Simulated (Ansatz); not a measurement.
**MgS: band gap under strain**

Aim: follow the gap of MgS (database structure) through these states: -1.6 % biaxial strain in x and y, z held; +2.5 % strain along y alone. The table at the end shows which levels were run.

Program: Ansatz 0.2.0. PAW datasets, plane waves. No spin polarisation and no zero-point or thermal motion.

## (1) Starting point

The unstrained cell was relaxed with r2SCAN; in each strained cell the atoms were relaxed again with r2SCAN. Names of k-points are those of the unstrained zone, where strain can split equivalent points. First state: -1.6 % biaxial strain in x and y, z held.

The symmetry is I-4m2 (No. 119, tetragonal); a = 3.940 Å, c = 5.662 Å in the conventional setting, 21.97 Å³ an atom. Near Mg stand 4 S at 2.43 Å; near S stand 4 Mg at 2.43 Å.

Coordinates:

```cif
data_structure
_symmetry_space_group_name_H-M 'I-4m2'
_symmetry_Int_Tables_number 119
_cell_length_a 3.9398
_cell_length_b 3.9398
_cell_length_c 5.6617
_cell_angle_alpha 90.000
_cell_angle_beta 90.000
_cell_angle_gamma 90.000
_cell_volume 87.88
loop_
_atom_site_label
_atom_site_type_symbol
_atom_site_symmetry_multiplicity
_atom_site_Wyckoff_symbol
_atom_site_fract_x
_atom_site_fract_y
_atom_site_fract_z
_atom_site_occupancy
Mg1 Mg 2 a 0.00000 0.00000 0.00000 1
S1 S 2 c 0.00000 0.50000 0.25000 1
```

From earlier runs on the unstrained cell: PBE 3.47 eV, r2SCAN 4.14 eV, HSE06 4.53 eV, G0W0 5.03 eV (on its mesh); a = 5.662 Å.

## (2) -1.6 % biaxial strain in x and y, z held: PBE

Input file input.yaml:

```yaml
crystal:
  lattice:
    - [0.0, 2.7858638577, 2.8308747665]
    - [2.7858638577, 0.0, 2.8308747665]
    - [2.7858638577, 2.7858638577, 0.0]
  atoms:
    - { symbol: Mg, position: [0.0, 0.0, 0.0] }
    - { symbol: S, position: [0.75, 0.75, 0.75] }
kpoints:
  mp_grid: { grid: [8, 8, 8] }
  band_path:
    path:
      - [0.0, 0.0, 0.0]
      - [-0.5, -0.5, 0.0]
      - [-0.375, -0.375, 0.25]
      - [-0.375, 0.0, 0.375]
      - [0.0, 0.0, 0.5]
      - [-0.5, -0.25, 0.25]
    npoints: 1
hamiltonian:
  xc: pbe
scf:
  occupations: { method: fermi_dirac, width: 0.02 }
  n_extra_bands: 4
output:
  forces: true
  stress: true
  eigenvalues: true
```

Launch:

```bash
$ ansatz run input.yaml --threads 4 --pin off --max-ram 4608MiB --backend cpu --events-out ev --progress --plain --runs-dir out
```

The runs that follow: -1.6 % biaxial strain in x and y, z held: r2SCAN; -1.6 % biaxial strain in x and y, z held: HSE06; -1.6 % biaxial strain in x and y, z held: G0W0@PBE; +2.5 % strain along y alone: PBE; +2.5 % strain along y alone: r2SCAN; +2.5 % strain along y alone: HSE06; +2.5 % strain along y alone: G0W0@PBE.

What does the calculation give?

**Answer**, as computed:

Least gap in eV (negative: overlap), with the change from the unstrained cell in brackets. G0W0 is on its own coarse mesh.

| state | volume change (%) | PBE | r2SCAN | HSE06 | G0W0 |
| --- | --- | --- | --- | --- | --- |
| -1.6 % biaxial strain in x and y, z held | -3.2 | 3.61 (+0.14) | 4.27 (+0.13) | 4.68 (+0.15) | 5.19 (+0.16) |
| +2.5 % strain along y alone | +2.5 | 3.32 (-0.15) | 3.98 (-0.16) | 4.37 (-0.16) | 4.87 (-0.16) |

The largest move of the HSE06 gap in the table is -0.158 eV, under +2.5 % strain along y alone. PBE and HSE06 differ by 1.06 eV on the unstrained gap, and by at most 0.01 eV on its change: the two disagree on the size of the gap but agree on its response to strain. G0W0 values are finite-basis, finite-mesh values.
